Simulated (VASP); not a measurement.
# Sc (P6_3/mmc) in VASP: further runs, part 2 of 2

VASP 6.6.1.

## Step 5: Relaxation of cell and atoms, PBE

This run uses another cell than the first one, of 24.64 Å³/atom, 0.985 times its volume.

Contents of INCAR:

```
PREC = Accurate
ENCUT = 600
EDIFF = 1E-7
ISMEAR = 1
SIGMA = 0.1
LREAL = False
LASPH = True
NELM = 80
ALGO = Normal
ISIF = 3
LWAVE = False
LCHARG = False
GGA = PE
IBRION = 2
NSW = 90
EDIFFG = -0.005
```

Contents of KPOINTS:

```
regular mesh
0
Gamma
  15 15 7
```

Contents of POSCAR:

```
Sc                                      
1.0
    3.3227534764      0.0000000000     -0.0000000000
   -1.6613767382      2.8775889210      0.0000000000
   -0.0000000000      0.0000000000      5.1534711450
  Sc            
     2
Direct
     0.3333333332999970    0.6666666667000030    0.2500000000000000
     0.6666666667000030    0.3333333332999970    0.7500000000000000
```

Potentials or basis: VASP PAW PBE potentials, release 64 (Sc_sv).

The run is started by

```bash
$ cat potpaw_PBE.64/Sc_sv/POTCAR > POTCAR
$ mpirun -np 1 vasp_std > vasp.out
```

OUTCAR:

```text
PREC = Accurate
   ENCUT = 600
   EDIFF = 1E-7
   ISMEAR = 1
   LREAL = False
   LASPH = True
   NELM = 80
   ISIF = 3
   GGA = PE
   IBRION = 2
   NSW = 90
   EDIFFG = -0.005

 ion  position               nearest neighbor table
   1  0.333  0.667  0.250-   2 3.21   2 3.21   2 3.21   2 3.21   2 3.21   2 3.21
   2  0.667  0.333  0.750-   1 3.21   1 3.21   1 3.21   1 3.21   1 3.21   1 3.21

  LATTYP: Found a hexagonal cell.
 ALAT       =     3.3227534764
 C/A-ratio  =     1.5509640368

  Lattice vectors:

 A1 = (   3.3227534764,   0.0000000000,   0.0000000000)
 A2 = (  -1.6613767382,   2.8775889210,   0.0000000000)
 A3 = (   0.0000000000,   0.0000000000,   5.1534711450)

Analysis of symmetry for initial positions (statically):
=====================================================================
 Subroutine PRICEL returns:
 Original cell was already a primitive cell.

 Routine SETGRP: Setting up the symmetry group for a
 hexagonal supercell.

 Subroutine GETGRP returns: Found 24 space group operations
 (whereof 12 operations were pure point group operations)
 out of a pool of 24 trial point group operations.

The static configuration has the point symmetry D_3d.
 The point group associated with its full space group is D_6h.

Analysis of symmetry for dynamics (positions and initial velocities):
=====================================================================
 Subroutine PRICEL returns:
 Original cell was already a primitive cell.

 Routine SETGRP: Setting up the symmetry group for a
 hexagonal supercell.

 Subroutine GETGRP returns: Found 24 space group operations
 (whereof 12 operations were pure point group operations)
 out of a pool of 24 trial point group operations.

The dynamic configuration has the point symmetry D_3d.
 The point group associated with its full space group is D_6h.

 Subroutine INISYM returns: Found 24 space group operations
 (whereof 12 operations are pure point group operations),
 and found     1 'primitive' translations
[... 126 lines left out ...]
 conjugate gradient relaxation of ions
 non-spin polarized calculation
 Methfessel and Paxton  Order N= 1 SIGMA  =   0.10
  energy-cutoff  :      600.00
  volume of cell :       49.28
 maximum number of plane-waves:      1701
 NGX is ok and might be reduce to    28
   NGX = 13   NGY = 13   NGZ = 21

 number of electron      21.9999996 magnetization

 Free energy of the ion-electron system (eV)
  ---------------------------------------------------
  ext. energy  EPLUGINS =         0.00000000
  ---------------------------------------------------
  free energy    TOTEN  =       -12.49919536 eV

  energy without entropy =      -12.49968410  energy(sigma->0) =      -12.49935827

 E-fermi :   3.6852     XC(G=0):  -9.8790

 val. band max:        3.6828823380   @ k =   0.2000   0.0667   0.2857
 cond. band min:       3.6925538811   @ k =   0.4000   0.0667   0.4286
 fundamental gap:      0.0096715431
 Fermi energy:         3.6852422974

 k-point     1 :       0.0000    0.0000    0.0000
  band No.  band energies     occupation
      1     -45.7378      2.00000
      2     -45.6655      2.00000
      3     -24.5669      2.00000
      4     -24.2294      2.00000
      5     -24.2294      2.00000
      6     -24.1613      2.00000
      7     -24.1613      2.00000
      8     -24.1276      2.00000
      9      -1.4475      2.00000
     10       2.0535      2.00000
     11       4.3258     -0.00000
     12       5.2656     -0.00000
     13       5.2656     -0.00000
     14       5.5535     -0.00000
[... 401 lines left out ...]
      2     -45.6603      2.00000
      3     -24.4618      2.00000
      4     -24.3866      2.00000
      5     -24.3537      2.00000
      6     -24.3536      2.00000
      7     -24.2655      2.00000
      8     -24.2559      2.00000
      9       2.4868      2.00000
     10       2.9078      2.00000
     11       3.1318      2.00000
     12       3.2046      2.00000
     13       4.7686     -0.00000
     14       4.8522     -0.00000
     15       5.6888      0.00000

 [... further k-points ...]

------------------------ aborting loop because EDIFF is reached ----------------------------------------

  FORCE on cell =-STRESS in cart. coord.  units (eV):
  Direction    XX          YY          ZZ          XY          YZ          ZX
  --------------------------------------------------------------------------------------
  -------------------------------------------------------------------------------------
  Total        0.0099037      0.0099037      0.0034387      0.0000000      0.0000000      0.0000000
  in kB        0.3220193      0.3220193      0.1118080      0.0000000      0.0000000      0.0000000
  external PRESSURE =       0.2519489 kB  Pullay stress =       0.0000000 kB

 VOLUME and BASIS-vectors are now :
 -----------------------------------------------------------------------------
  energy-cutoff  :      600.00
  volume of cell :       49.28
      direct lattice vectors                 reciprocal lattice vectors
     3.322753476  0.000000000  0.000000000     0.300955219  0.173756577  0.000000000
    -1.661376738  2.877588921  0.000000000     0.000000000  0.347513153  0.000000000
     0.000000000  0.000000000  5.153471145     0.000000000  0.000000000  0.194043970

 POSITION                                       TOTAL-FORCE (eV/Angst)
 -----------------------------------------------------------------------------------
     -0.00000      1.91839      1.28837        -0.000000     -0.000000      0.000000
      1.66138      0.95920      3.86510         0.000000      0.000000      0.000000
 -----------------------------------------------------------------------------------
    total drift:                                0.000000     -0.000000      0.000000

  FREE ENERGIE OF THE ION-ELECTRON SYSTEM (eV)
  ---------------------------------------------------
  free  energy   TOTEN  =       -12.4991953578 eV

  energy  without entropy=      -12.4996840980  energy(sigma->0) =      -12.49935827

 reached required accuracy - stopping structural energy minimisation
```

OSZICAR:

```text
N       E                     dE             d eps       ncg     rms          rms(c)
DAV:   1     0.411236787246E+03    0.41124E+03   -0.11838E+04  3240   0.174E+03
DAV:   2     0.132598631495E+02   -0.39798E+03   -0.39177E+03  4434   0.668E+02
DAV:   3    -0.131996144944E+02   -0.26459E+02   -0.25832E+02  5436   0.199E+02
DAV:   4    -0.138751979733E+02   -0.67558E+00   -0.62863E+00  4899   0.252E+01
DAV:   5    -0.138859914092E+02   -0.10793E-01   -0.10760E-01  5433   0.358E+00    0.761E+00
DAV:   6    -0.126652352547E+02    0.12208E+01   -0.28704E+00  4087   0.222E+01    0.227E+00
DAV:   7    -0.125105716105E+02    0.15466E+00   -0.69479E-01  4192   0.997E+00    0.866E-01
DAV:   8    -0.125005476993E+02    0.10024E-01   -0.28073E-02  4529   0.253E+00    0.238E-01
DAV:   9    -0.124991818087E+02    0.13659E-02   -0.77709E-03  4277   0.110E+00    0.209E-02
DAV:  10    -0.124991985843E+02   -0.16776E-04   -0.13069E-04  5472   0.180E-01    0.793E-03
DAV:  11    -0.124991940085E+02    0.45758E-05   -0.34705E-06  5216   0.288E-02    0.193E-03
DAV:  12    -0.124991958575E+02   -0.18490E-05   -0.39034E-07  3685   0.779E-03    0.984E-04
DAV:  13    -0.124991953601E+02    0.49743E-06   -0.26533E-08  2600   0.316E-03    0.842E-05
DAV:  14    -0.124991953578E+02    0.22715E-08   -0.73059E-09  2432   0.237E-03
   1 F= -.12499195E+02 E0= -.12499358E+02  d E =-.124992E+02
```

CONTCAR:

```text
Sc
   1.00000000000000
     3.3227534764000000    0.0000000000000000    0.0000000000000000
    -1.6613767382000000    2.8775889210000001    0.0000000000000000
     0.0000000000000000    0.0000000000000000    5.1534711450000001
  Sc
     2
Direct
     0.3333333332999970    0.6666666667000030    0.2500000000000000
     0.6666666667000030    0.3333333332999970    0.7500000000000000

  0.00000000E+00  0.00000000E+00  0.00000000E+00
  0.00000000E+00  0.00000000E+00  0.00000000E+00
```

It took 38 s on 1 thread of AMD EPYC 9R45 (Zen 5), shared host; peak memory 0.2 GiB.

What came out:

```
Free energy             : -12.4992 eV
Pressure after relaxing : 0.0 GPa
Band gap on the k mesh  : none (metal or under the smearing width)
```

Final structure:
```
CELL_PARAMETERS angstrom
3.32275 0.00000 0.00000
-1.66138 2.87759 0.00000
0.00000 0.00000 5.15347
ATOMIC_POSITIONS crystal
Sc 0.33333 0.66667 0.25000
Sc 0.66667 0.33333 0.75000
```

Caveat: the relaxation stopped at its first step, so nothing moved.

## Step 6: Relaxation of cell and atoms, r2SCAN

Contents of INCAR:

```
  PREC = Accurate
  ENCUT = 600
  EDIFF = 1E-6
  ISMEAR = 1
  SIGMA = 0.1
  LREAL = False
  LASPH = True
  NELM = 80
  ALGO = Normal
  ISIF = 3
  LWAVE = False
  LCHARG = False
  METAGGA = R2SCAN
  LMIXTAU = True
  IBRION = 2
  NSW = 90
  EDIFFG = -0.01
```

KPOINTS is that of step 5.

Contents of POSCAR:

```
Sc
1.0
    3.3090000000      0.0000000000      0.0000000000
   -1.6545000000      2.8656780611      0.0000000000
    0.0000000000      0.0000000000      5.2733000000
Sc
2
Direct
    0.3333333333      0.6666666667      0.2500000000
    0.6666666667      0.3333333333      0.7500000000
```

Potentials or basis: VASP PAW PBE potentials, release 64 (Sc_sv).

The run is started by

```bash
$ cat potpaw_PBE.64/Sc_sv/POTCAR > POTCAR
$ mpirun -np 1 vasp_std > vasp.out
```

It took 10 min on 1 thread of Intel Xeon 6975P-C (Granite Rapids), shared host; peak memory 0.26 GiB.

The run converged. Its results:

```yaml
Free_energy: -22.7125 eV
Relaxed_volume: 24.97 Å³/atom
Relaxed_cell: a = 3.337 Å, b = 3.337 Å, c = 5.179 Å, α = 90.00°, β = 90.00°, γ = 120.00°
Space_group_after_relaxing_to_0.05_Å: P6_3/mmc (No. 194)
Energy_gained_by_relaxing: 2.4 meV/atom
Ionic_steps: 5
Pressure_after_relaxing: 0.0 GPa
Band_gap_on_the_k_mesh: none (metal or under the smearing width)
```

The path:
```
step  energy change (eV)  largest force (eV/Å)  pressure (GPa)  volume (Å³)
   1              0.0000                0.0000            0.06        50.00
   2             -0.0037                0.0000           -0.08        50.07
   3             -0.0047                0.0000           -0.20        50.12
   4             -0.0048                0.0000            0.08        49.86
   5             -0.0048                0.0000            0.01        49.93
```

Final structure:
```
CELL_PARAMETERS angstrom
3.33677 0.00000 0.00000
-1.66839 2.88973 0.00000
0.00000 0.00000 5.17859
ATOMIC_POSITIONS crystal
Sc 0.33333 0.66667 0.25000
Sc 0.66667 0.33333 0.75000
```

Levels at points of the mesh, in eV from the Fermi level:
| k point | band 7 | band 8 | band 9 | band 10 | band 11 | band 12 | band 13 | band 14 | band 15 |
| --- | --- | --- | --- | --- | --- | --- | --- | --- | --- |
| (0.00, 0.00, 0.00) | -29.00 | -28.97 | -5.48 | -1.67 | 0.47 | 1.78 | 1.78 | 2.08 | 2.27 |

Caveat: the PAW data sets were made with another functional, which shifts forces and pressure a little.

## Step 7: The runs side by side

| level | k mesh | cutoff (eV) | gap on the mesh (eV) | pressure (GPa) |
| --- | --- | --- | --- | --- |
| PBE | 8 × 8 × 4 | 300 | none | 0.0 |
| PBE | 15 × 15 × 7 | 600 | none | 0.0 |
| r2SCAN | 15 × 15 × 7 | 600 | none | 0.0 |

Alike in all rows: task relaxation of cell and atoms; potentials or basis VASP PAW PBE potentials, release 64 (Sc_sv); no spin polarisation; cell relaxed; smearing methfessel-paxton 0.1 eV.

Caveats: the relaxation stopped at its first step, so nothing moved (some runs); the PAW data sets were made with another functional, which shifts forces and pressure a little (some runs).

Total energies depend on the potentials used, so only differences within one code and one set of settings carry meaning.
